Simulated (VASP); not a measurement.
Se:

```
Se
1.0
     1.92500    1.11140    0.88167
    -1.92500    1.11140    0.88167
     0.00000   -2.22280    0.88167
Se
1
Direct
  0.00000 0.00000 0.00000
```

This isn't the form of Se at room conditions, which is trigonal, of chains.

* Program: VASP 6.6.1
* Task: relaxation of cell and atoms
* Functional: PBE
* Potentials or basis: VASP PAW PBE potentials, release 64 (Se)
* Cutoff: 600 eV
* k mesh: 10 × 10 × 10
* Occupations: gaussian, width 0.05 eV
* Spin: no spin polarisation

At the start: pressure 159.4 GPa; volume 11.32 Å³/atom.

Q: Where does the relaxation end?

A: Over 29 steps the energy falls by 3057.2 meV/atom and the volume is 22.70 Å³/atom (+100.5 %); space group R-3m (No. 166, to 0.05 Å).

Step by step:
```csv
step,energy change (eV),largest force (eV/Å),pressure (GPa),volume (Å³)
1,0.0000,0.0000,159.38,11.32
2,-1.4751,0.0000,-8.60,41.59
3,-2.6522,0.0000,-3.02,21.51
4,-2.6591,0.0000,-1.78,21.07
5,-2.6624,0.0000,0.22,20.46
6,-2.6621,0.0000,-0.56,20.68
7,-2.7126,0.0000,-0.56,20.76
8,-2.8943,0.0000,1.03,20.83
9,-2.9873,0.0000,9.44,20.23
10,-2.9722,0.0000,11.19,19.98
11,-2.9853,0.0000,10.22,20.19
12,-3.0181,0.0000,7.20,20.82
13,-3.0422,0.0000,1.63,22.01
14,-3.0431,0.0000,2.52,21.82
15,-3.0431,0.0000,2.33,21.86
16,-3.0450,0.0000,2.36,21.87
17,-3.0482,0.0000,2.44,21.91
18,-3.0487,0.0000,2.49,21.92
19,-3.0518,0.0000,1.63,22.16
20,-3.0541,0.0000,-0.42,22.78
21,-3.0543,0.0000,-0.04,22.66
22,-3.0543,0.0000,0.01,22.65
23,-3.0543,0.0000,0.01,22.65
24,-3.0544,0.0000,0.00,22.65
25,-3.0547,0.0000,0.00,22.66
26,-3.0556,0.0000,-0.02,22.67
27,-3.0570,0.0000,-0.10,22.69
28,-3.0556,0.0000,-0.30,22.71
29,-3.0572,0.0000,-0.16,22.70
```

Final structure:
```
CELL_PARAMETERS angstrom
2.02978 1.17189 1.59028
-2.02978 1.17189 1.59028
0.00000 -2.34378 1.59028
ATOMIC_POSITIONS crystal
Se 0.00000 0.00000 0.00000
```

Caveat: the volume moved by over 15 % at a fixed basis, so the end points are rough; the volume moved by +101 % from the deposited cell, more than functionals usually miss.
